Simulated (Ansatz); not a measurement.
The system is TiSi.

```xyz
2
Lattice="1.8162 -2.1176 0.0000 1.8162 2.1176 0.0000 0.0000 0.0000 3.8039" Properties=species:S:1:pos:R:3 pbc="T T T"
Ti    1.8162    0.0000    0.0000
Si    0.0000    0.0000    1.9020
```

The cell comes from a database or a generator and needn't be the stable form of this composition.

Base run:

```yaml
Program: Ansatz 0.2.0
Functional: PBEsol
Potentials_or_basis: all-electron LAPW, scalar-relativistic
Cutoff: 239 eV
Density_cutoff: 957 eV
Basis_error_allowed: 0.001 eV/atom
k_mesh: 10 × 10 × 7
Occupations: fermi-dirac, width 0.05 eV
Spin: no spin polarisation
```

Its results: pressure -4.3 GPa.

**Question.** The run is repeated on the same cell with these changes: functional from PBEsol to LDA. What comes out?

**Answer.** Pressure -7.8 GPa.

LDA binds more tightly than PBEsol, so the same cell stands under less pressure.

Not every run made on this cell is shown here.
